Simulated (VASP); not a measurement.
# TePb (Fm-3m) in VASP: settings compared, part 2 of 2

VASP 6.6.1. Earlier steps stand in the parts before.

### Step 4. Band structure, PBE0

POSCAR

```
TePb                                    
1.0
    0.0000000000      3.2218515824      3.2218515824
    3.2218515824      0.0000000000      3.2218515824
    3.2218515824      3.2218515824      0.0000000000
  Te              Pb            
     1     1
Direct
     0.5000000000000000    0.5000000000000000    0.5000000000000000
     0.0000000000000000    0.0000000000000000    0.0000000000000000
```

INCAR.step1

```
SYSTEM = TePb
ALGO = Normal
EDIFF = 1E-5
ENCUT = 520
GGA = PE
ISIF = 2
ISMEAR = 0
KPAR = 4
LASPH = .True.
LCHARG = .False.
LREAL = .False.
LWAVE = .True.
NELM = 80
PREC = Accurate
SIGMA = 0.03
```

INCAR.step2

```
SYSTEM = TePb
AEXX = 0.25
ALGO = Normal
EDIFF = 1E-6
ENCUT = 520
GGA = PE
HFRCUT = -1
ISIF = 2
ISMEAR = 0
ISTART = 1
KPAR = 4
LASPH = .True.
LCHARG = .False.
LHFCALC = .True.
LREAL = .False.
LWAVE = .False.
NELM = 80
PREC = Accurate
PRECFOCK = Fast
SIGMA = 0.03
```

KPOINTS

```
k-points
0
Gamma
  6 6 6
  0 0 0
```

KPOINTS_OPT

```
explicit points
6
Reciprocal
 0.0000000000  0.0000000000  0.0000000000 1
 0.3750000000  0.3750000000  0.7500000000 1
 0.5000000000  0.5000000000  0.5000000000 1
 0.6250000000  0.2500000000  0.6250000000 1
 0.5000000000  0.2500000000  0.7500000000 1
 0.5000000000  0.0000000000  0.5000000000 1
```

Potentials or basis: VASP PAW PBE potentials, release 64 (Te, Pb_d).

Command:

```console
> cat potpaw_PBE.64/Te/POTCAR potpaw_PBE.64/Pb_d/POTCAR > POTCAR
> cp INCAR.step1 INCAR
> mpirun -np 4 vasp_std > vasp.out
> cp INCAR.step2 INCAR
> mpirun -np 4 vasp_std > vasp.out
```

OUTCAR:

```text
SYSTEM = TePb
   AEXX = 0.25
   EDIFF = 1E-6
   ENCUT = 520
   GGA = PE
   ISIF = 2
   ISMEAR = 0
   ISTART = 1
   LASPH = .True.
   LHFCALC = .True.
   LREAL = .False.
   NELM = 80
   PREC = Accurate
   PRECFOCK = Fast

 ion  position               nearest neighbor table
   1  0.500  0.500  0.500-   2 3.22   2 3.22   2 3.22   2 3.22   2 3.22   2 3.22
   2  0.000  0.000  0.000-   1 3.22   1 3.22   1 3.22   1 3.22   1 3.22   1 3.22

  LATTYP: Found a face centered cubic cell.
 ALAT       =     6.4437031648

  Lattice vectors:

 A1 = (   0.0000000000,   3.2218515824,   3.2218515824)
 A2 = (   3.2218515824,   0.0000000000,   3.2218515824)
 A3 = (   3.2218515824,   3.2218515824,   0.0000000000)

Analysis of symmetry for initial positions (statically):
=====================================================================
 Subroutine PRICEL returns:
 Original cell was already a primitive cell.

 Routine SETGRP: Setting up the symmetry group for a
 face centered cubic supercell.

 Subroutine GETGRP returns: Found 48 space group operations
 (whereof 48 operations were pure point group operations)
 out of a pool of 48 trial point group operations.

The static configuration has the point symmetry O_h .

Analysis of symmetry for dynamics (positions and initial velocities):
=====================================================================
 Subroutine PRICEL returns:
 Original cell was already a primitive cell.

 Routine SETGRP: Setting up the symmetry group for a
 face centered cubic supercell.

 Subroutine GETGRP returns: Found 48 space group operations
 (whereof 48 operations were pure point group operations)
 out of a pool of 48 trial point group operations.

The dynamic configuration has the point symmetry O_h .

 Subroutine INISYM returns: Found 48 space group operations
 (whereof 48 operations are pure point group operations),
 and found     1 'primitive' translations

----------------------------------------------------------------------------------------

                                     Primitive cell

[... 121 lines left out ...]
 Gauss-broadening in eV      SIGMA  =   0.03
  energy-cutoff  :      520.00
  volume of cell :       66.89
 maximum number of plane-waves:      1820
 NGX is ok and might be reduce to    36
  NGX = 20; NGY = 20; NGZ = 20

 number of electron      20.0000002 magnetization

 Free energy of the ion-electron system (eV)
  ---------------------------------------------------
  ext. energy  EPLUGINS =         0.00000000
  ---------------------------------------------------
  free energy    TOTEN  =        -9.93907693 eV

  energy without entropy =       -9.93907693  energy(sigma->0) =       -9.93907693

 E-fermi :   5.3402     XC(G=0):  -7.4014

 val. band max:        5.2071234159   @ k =   0.5000   0.0000   0.0000
 cond. band min:       6.8009145767   @ k =   0.5000   0.0000   0.0000
 fundamental gap:      1.5937911608
 Fermi energy:         5.3401986623

 k-point     1 :       0.0000    0.0000    0.0000
  band No.  band energies     occupation
      1     -13.5233      2.00000
      2     -13.5233      2.00000
      3     -13.5040      2.00000
      4     -13.5040      2.00000
      5     -13.5040      2.00000
      6      -8.3124      2.00000
      7      -0.8161      2.00000
      8       3.4938      2.00000
      9       3.4938      2.00000
     10       3.4938      2.00000
     11      10.6095      0.00000
     12      10.6095      0.00000
     13      10.6095      0.00000
     14      12.1622      0.00000
[... 241 lines left out ...]
      1     -13.5791      2.00000
      2     -13.5224      2.00000
      3     -13.5054      2.00000
      4     -13.4867      2.00000
      5     -13.4770      2.00000
      6      -6.2520      2.00000
      7      -3.4717      2.00000
      8       0.2668      2.00000
      9       1.2129      2.00000
     10       3.6812      2.00000
     11       9.0957      0.00000
     12      10.6238      0.00000
     13      12.6545      0.00000
     14      12.7449      0.00000

------------------------ aborting loop because EDIFF is reached ----------------------------------------

  FORCE on cell =-STRESS in cart. coord.  units (eV):
  Direction    XX          YY          ZZ          XY          YZ          ZX
  --------------------------------------------------------------------------------------
  -------------------------------------------------------------------------------------
  Total        0.5903838      0.5903838      0.5903838      0.0000000      0.0000000      0.0000000
  in kB       14.1415962     14.1415962     14.1415962      0.0000000      0.0000000      0.0000000
  external PRESSURE =      14.1415962 kB  Pullay stress =       0.0000000 kB

 VOLUME and BASIS-vectors are now :
 -----------------------------------------------------------------------------
  energy-cutoff  :      520.00
  volume of cell :       66.89
      direct lattice vectors                 reciprocal lattice vectors
     0.000000000  3.221851582  3.221851582    -0.155190265  0.155190265  0.155190265
     3.221851582  0.000000000  3.221851582     0.155190265 -0.155190265  0.155190265
     3.221851582  3.221851582  0.000000000     0.155190265  0.155190265 -0.155190265

 POSITION                                       TOTAL-FORCE (eV/Angst)
 -----------------------------------------------------------------------------------
      3.22185      3.22185      3.22185         0.000000      0.000000      0.000000
      0.00000      0.00000      0.00000        -0.000000     -0.000000     -0.000000
 -----------------------------------------------------------------------------------
    total drift:                               -0.000000     -0.000000     -0.000000

  FREE ENERGIE OF THE ION-ELECTRON SYSTEM (eV)
  ---------------------------------------------------
  free  energy   TOTEN  =        -9.9390769271 eV

  energy  without entropy=       -9.9390769271  energy(sigma->0) =       -9.93907693
```

OUTCAR.step1:

```text
SYSTEM = TePb
   EDIFF = 1E-5
   ENCUT = 520
   GGA = PE
   ISIF = 2
   ISMEAR = 0
[... 485 lines left out ...]
      3.22185      3.22185      3.22185         0.000000     -0.000000      0.000000
      0.00000      0.00000      0.00000        -0.000000      0.000000     -0.000000
 -----------------------------------------------------------------------------------
    total drift:                               -0.000000      0.000000      0.000000

  FREE ENERGIE OF THE ION-ELECTRON SYSTEM (eV)
  ---------------------------------------------------
  free  energy   TOTEN  =        -7.4937161874 eV

  energy  without entropy=       -7.4937161874  energy(sigma->0) =       -7.49371619
```

OSZICAR.step1:

```text
N       E                     dE             d eps       ncg     rms          rms(c)
DAV:   1     0.153940417179E+03    0.15394E+03   -0.92356E+03   448   0.138E+03
DAV:   2     0.396513038481E+01   -0.14998E+03   -0.14750E+03   466   0.339E+02
DAV:   3    -0.732284318036E+01   -0.11288E+02   -0.11249E+02   604   0.994E+01
DAV:   4    -0.760242978658E+01   -0.27959E+00   -0.27951E+00   550   0.185E+01
DAV:   5    -0.761177603540E+01   -0.93462E-02   -0.93461E-02   604   0.300E+00    0.344E+00
DAV:   6    -0.749538984995E+01    0.11639E+00   -0.27448E-01   622   0.434E+00    0.215E+00
DAV:   7    -0.749201961587E+01    0.33702E-02   -0.86977E-02   548   0.170E+00    0.915E-01
DAV:   8    -0.749367071547E+01   -0.16511E-02   -0.94583E-03   526   0.116E+00    0.159E-01
DAV:   9    -0.749368031105E+01   -0.95956E-05   -0.98617E-04   636   0.390E-01    0.559E-02
DAV:  10    -0.749370818462E+01   -0.27874E-04   -0.11665E-04   490   0.937E-02    0.226E-02
DAV:  11    -0.749371618739E+01   -0.80028E-05   -0.45240E-05   496   0.623E-02
   1 F= -.74937162E+01 E0= -.74937162E+01  d E =-.270354E-14
```

Wall time 9.2 min (4 MPI ranks of Intel Xeon Platinum 8559C (Emerald Rapids), shared host); peak memory 0.26 GiB.

What came out:

```yaml
Free_energy: -9.9391 eV
Pressure: 1.4 GPa
Band_gap_on_the_k_mesh: 1.59 eV, direct
Band_gap_along_the_path: 1.59 eV, direct
```

Caveat: the PAW data sets were made with another functional, which shifts forces and pressure a little; spin-orbit coupling is left out, which as a rule narrows the gap of such compounds by several tenths of an eV.

### Step 5. Band structure, PBE-EpsX

POSCAR is that of step 4.

INCAR.step1

```
SYSTEM = TePb
ALGO = Normal
EDIFF = 1E-8
ENCUT = 520
GGA = PE
ISIF = 2
ISMEAR = 0
KPAR = 4
LASPH = .True.
LCHARG = .False.
LEPSILON = .True.
LREAL = .False.
LWAVE = .False.
NELM = 80
PREC = Accurate
SIGMA = 0.03
```

KPOINTS.step1

```
Automatic mesh
0
G
  8 8 8
  0 0 0
```

INCAR.step2

```
SYSTEM = TePb
ALGO = Normal
EDIFF = 1E-5
ENCUT = 520
GGA = PE
ISIF = 2
ISMEAR = 0
KPAR = 4
LASPH = .True.
LCHARG = .False.
LREAL = .False.
LWAVE = .True.
NELM = 80
PREC = Accurate
SIGMA = 0.03
```

KPOINTS.step2

```
k-points
0
Gamma
  6 6 6
  0 0 0
```

INCAR.step3

```
SYSTEM = TePb
AEXX = 0.0334
ALGO = Normal
EDIFF = 1E-6
ENCUT = 520
GGA = PE
HFRCUT = -1
ISIF = 2
ISMEAR = 0
ISTART = 1
KPAR = 4
LASPH = .True.
LCHARG = .False.
LHFCALC = .True.
LREAL = .False.
LWAVE = .False.
NELM = 80
PREC = Accurate
PRECFOCK = Fast
SIGMA = 0.03
```

KPOINTS.step3

```
k-points
0
Gamma
  6 6 6
  0 0 0
```

KPOINTS_OPT is that of step 4.

Command:

```console
> cat potpaw_PBE.64/Te/POTCAR potpaw_PBE.64/Pb_d/POTCAR > POTCAR
> cp INCAR.step1 INCAR
> cp KPOINTS.step1 KPOINTS
> mpirun -np 4 vasp_std > vasp.out
> cp INCAR.step2 INCAR
> cp KPOINTS.step2 KPOINTS
> mpirun -np 4 vasp_std > vasp.out
> cp INCAR.step3 INCAR
> cp KPOINTS.step3 KPOINTS
> mpirun -np 4 vasp_std > vasp.out
```

It took 10 min on 4 MPI ranks of Intel Xeon Platinum 8559C (Emerald Rapids), shared host; peak memory 0.35 GiB.

Results (log left out):

* Free energy: -7.8035 eV
* Pressure: 2.4 GPa
* Band gap on the k mesh: 0.83 eV, direct
* Band gap along the path: 0.83 eV, direct

Levels at points of the mesh, in eV from the valence-band top:
| k point | band 6 | band 7 | band 8 | band 9 | band 10 | band 11 | band 12 | band 13 | band 14 |
| --- | --- | --- | --- | --- | --- | --- | --- | --- | --- |
| (0.00, 0.00, 0.00) | -12.29 | -5.64 | -1.43 | -1.43 | -1.43 | 4.25 | 4.25 | 4.25 | 5.93 |
| (0.50, 0.00, 0.00) | -10.81 | -8.77 | -0.95 | -0.95 | 0.00 | 0.83 | 1.36 | 1.36 | 8.58 |
| (0.50, 0.50, 0.00) | -10.54 | -7.41 | -4.67 | -2.92 | -2.92 | 3.38 | 5.69 | 5.69 | 6.96 |

Caveat: the PAW data sets were made with another functional, which shifts forces and pressure a little; spin-orbit coupling is left out, which as a rule narrows the gap of such compounds by several tenths of an eV.

### Step 6. Overview

| level | screening parameter | exchange at q = 0 | share of exact exchange | gap on the mesh (eV) | pressure (GPa) |
| --- | --- | --- | --- | --- | --- |
| PBE | - | - | - | 0.72 | 2.5 |
| HSE06 | 0.2 1/A | - | - | 1.07 | 1.4 |
| PBE0 | - | truncated | - | 1.59 | 1.4 |
| PBE-EpsX | - | truncated | 0.0334 | 0.83 | 2.4 |

Alike in all rows: task band structure; potentials or basis VASP PAW PBE potentials, release 64 (Te, Pb_d); no spin polarisation; cell as given; k mesh 6 × 6 × 6; cutoff (eV) 520; smearing gaussian 0.03 eV.

On the cell as given the gap runs from 0.72 eV (PBE) to 1.59 eV (PBE0). The pressure there spans 1.4 GPa (HSE06) to 2.5 GPa (PBE); a positive pressure means that this level wants a larger cell, a negative one a smaller.

Caveats: spin-orbit coupling is left out, which as a rule narrows the gap of such compounds by several tenths of an eV; the PAW data sets were made with another functional, which shifts forces and pressure a little (some runs).

Absolute energies hang on the potentials; compare differences alone.

### Step 7. How close it comes

Step 2. Against the measured gap of TePb, 0.19 eV (direct; 4.2 K; a printed reference work, monograph), the calculated 0.72 eV is off by +0.53 eV. Spin-orbit coupling on Pb, Te is left out. The value is that of PBE, without temperature or zero-point motion.

Step 3. Against the measured gap of TePb, 0.19 eV (direct; 4.2 K; a printed reference work, monograph), the calculated 1.07 eV is off by +0.88 eV. Spin-orbit coupling on Pb, Te is left out. The value is that of HSE06, without temperature or zero-point motion.

Step 4. Measured gap of TePb: 0.19 eV (direct; 4.2 K; a printed reference work, monograph). This calculation gives 1.59 eV (+1.40 eV). So large a miss can be the level of theory's own, or it may mean another phase, state or a wrong row. Spin-orbit coupling on Pb, Te is left out. The value is that of PBE0, without temperature or zero-point motion.

Step 5. Against the measured gap of TePb, 0.19 eV (direct; 4.2 K; a printed reference work, monograph), the calculated 0.83 eV is off by +0.64 eV. Spin-orbit coupling on Pb, Te is left out. The value is that of PBE-EpsX, without temperature or zero-point motion.
